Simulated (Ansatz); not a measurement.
Computed with DFT PBE, scalar-relativistic, plane waves, PAW in Ansatz 0.2.0. Settings: cutoff 420 eV, Γ-centred meshes spaced at most about 0.3 Å⁻¹, and about 0.25 Å⁻¹ or finer for metals (2π included), Gaussian smearing. No spin polarisation.

These are static total energies at zero pressure.

Compare these two cells of AlH₄, each relaxed at this level.

1.

```cif
data_structure
_symmetry_space_group_name_H-M 'P4/mmm'
_symmetry_Int_Tables_number 123
_cell_length_a 5.4309
_cell_length_b 5.4309
_cell_length_c 2.5050
_cell_angle_alpha 90.000
_cell_angle_beta 90.000
_cell_angle_gamma 90.000
_cell_volume 73.88
loop_
_atom_site_label
_atom_site_type_symbol
_atom_site_symmetry_multiplicity
_atom_site_Wyckoff_symbol
_atom_site_fract_x
_atom_site_fract_y
_atom_site_fract_z
_atom_site_occupancy
Al1 Al 1 a 0.00000 0.00000 0.00000 1
H1 H 4 l 0.42645 0.00000 0.00000 1
```

2.

```cif
data_structure
_symmetry_space_group_name_H-M 'P1'
_symmetry_Int_Tables_number 1
_cell_length_a 2.5973
_cell_length_b 3.6033
_cell_length_c 12.3960
_cell_angle_alpha 83.179
_cell_angle_beta 88.916
_cell_angle_gamma 89.974
_cell_volume 115.17
loop_
_atom_site_label
_atom_site_type_symbol
_atom_site_symmetry_multiplicity
_atom_site_Wyckoff_symbol
_atom_site_fract_x
_atom_site_fract_y
_atom_site_fract_z
_atom_site_occupancy
Al1 Al 1 a 0.87750 0.69281 0.70696 1
Al2 Al 1 a 0.92767 0.53828 0.30767 1
H1 H 1 a 0.88733 0.99143 0.60246 1
H2 H 1 a 0.43632 0.57718 0.21200 1
H3 H 1 a 0.97492 0.14846 0.98088 1
H4 H 1 a 0.92774 0.03866 0.30663 1
H5 H 1 a 0.36956 0.83696 0.79426 1
H6 H 1 a 0.41913 0.49964 0.40224 1
H7 H 1 a 0.38023 0.39745 0.68012 1
H8 H 1 a 0.79959 0.27915 0.00678 1
```

Task: Which would you expect to be lower, and how large is the difference?

Result: Cell 2 is lower, by 245 meV/atom. Cell 1 has space group P4/mmm (No. 123), 14.8 Å³/atom and no gap on its mesh; cell 2 has space group P1 (No. 1), 11.5 Å³/atom and a gap of 1.86 eV. Counting H atoms around Al (those within 1.25 times the shortest such distance or 1.15 times the sum of covalent radii; a plus sign parts nearer from farther groups; the shortest distance is added where it is long for a bond; a slash parts the counts of unlike sites), cell 1 has Al 4 from 2.3 Å and cell 2 has Al 1+4/6. Cell 1 and cell 2 both hold H–H pairs as short as in free H₂ molecules. Even the lower one lies +0.11 eV/atom against the reference forms of the elements (uncorrected), a margin that errors in the energy of the gaseous reference can exceed. In cell 1, Al is surrounded by 4 H at 2.32 Å and 2 Al at 2.51 Å; H has 1 H at 0.80 Å and 1 Al at 2.32 Å. In cell 2, Al on its first site is surrounded by 1 H at 1.58 Å and 4 H at 1.74–1.81 Å; Al on its second site has 6 H at 1.74–1.80 Å; H on its first site is surrounded by 1 Al at 1.58 Å; 7 more sites not described. Origin: cell 1, invented; cell 2, invented, then shaken at random and relaxed again.

Weakly bound directions are ill-defined at this level, which has no dispersion term (P4/mmm, P1), and this can change margins and order among such cells. Kohn–Sham gaps at this level usually fall short of measured ones. With hydrogen, zero-point motion can shift such differences by 10 meV/atom or more. Cells relaxed within their symmetry can be saddle points.
